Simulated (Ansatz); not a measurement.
Below is the output of a Python script on Ansatz 0.2.0, Python API that makes a single point from an input typed as a dict of MgO, space group P-6m2. Write a script that gives it. Settings: LDA, PAW, cutoff 420 eV, 7×7×6 k-points, fixed occupations.

```cif
data_structure
_symmetry_space_group_name_H-M 'P 1'
_symmetry_Int_Tables_number 1
_cell_length_a 2.9380
_cell_length_b 2.9380
_cell_length_c 2.6797
_cell_angle_alpha 90.000
_cell_angle_beta 90.000
_cell_angle_gamma 120.000
_cell_volume 20.03
loop_
_atom_site_label
_atom_site_type_symbol
_atom_site_fract_x
_atom_site_fract_y
_atom_site_fract_z
_atom_site_occupancy
Mg1 Mg 0.00000 0.00000 0.00000 1
O1 O 0.33333 0.66667 0.50000 1
```

`python run_deck.py` gives:
```text
F = -2459.3187 eV for 2 atoms
E(sigma -> 0) = -2459.3187 eV, TS = 0.0 eV
closed by deck_thresholds after 6 iterations
band  energy (eV)  occupation, at k = [0.0, 0.0, 0.0]
   1     -64.9781    2.0000
   2     -32.3904    2.0000
   3     -32.3904    2.0000
   4     -32.3328    2.0000
   5      -9.6226    2.0000
   6       6.9389    2.0000
   7       6.9389    2.0000
   8       7.1373    2.0000
   9      10.4889    0.0000
  10      19.1891    0.0000
  11      22.8519    0.0000
  12      22.8519    0.0000
```

One script that gives this output:

`run_deck.py`
```python
"""MgO from an input typed as a mapping."""

import json
import warnings

import ansatz as az

warnings.simplefilter("ignore", az.DeckWarning)

config = {
    "crystal": {
        "lattice": [[2.938021, 0.0, 0.0], [-1.46901, 2.544401, 0.0], [0.0, 0.0, 2.67968]],
        "atoms": [
            {"symbol": "Mg", "position": [0.0, 0.0, 0.0]},
            {"symbol": "O", "position": [0.333333, 0.666667, 0.5]},
        ],
    },
    "kpoints": {"mp_grid": {"kspacing": 0.4}},
    "hamiltonian": {"xc": "lda"},
    "scf": {"occupations": {"method": "fixed"}},
    "basis": {"ecutwfc": 420},
    "output": {"stress": True, "eigenvalues": True},
}

planned = az.Session.from_dict(config).plan(threads=1, pin="off")
outcome = planned.execute()
summary = outcome.report

n_atoms = len(summary["lattice"]["sites"])
print("F =", round(summary["free_energy_ev"], 4), "eV for", n_atoms, "atoms")
print("E(sigma -> 0) =", round(summary["energy_sigma0_ev"], 4), "eV, TS =", round(summary["entropy_ts_ev"], 5), "eV")
print("closed by", summary["closed_by"], "after", summary["n_iterations"], "iterations")

print("band  energy (eV)  occupation, at k =", summary["kpoints_frac"][0])
for band, (e, occ) in enumerate(zip(summary["eigenvalues_ev"][0], summary["occupations"][0]), start=1):
    print(f"{band:4d} {e:12.4f} {occ:9.4f}")

keep = ["free_energy_ev", "energy_sigma0_ev", "fermi_energy_ev", "n_iterations", "converged", "magnetization_mub", "n_kpoints"]
with open("mgo.json", "w") as handle:
    json.dump({key: summary[key] for key in keep}, handle, indent=1)
```

What to keep in mind:
- Absolute energies stand on the zero of these potentials, so only differences at equal settings mean something. A total without «per atom» is that of the cell as typed.
- At these settings the cell as given stands under about -9 GPa, so it isn't at this functional's equilibrium volume.
- This cell is a computed structure, which may not be the phase found in nature.
- Gaps and levels are Kohn-Sham values on a finite set of k-points.
- Run time: 1 s on 1 thread of Arm Neoverse V2, with other jobs on the host, peak memory 0.29 GiB.

(Lines on the test bed's own set-up are left out of the output.)
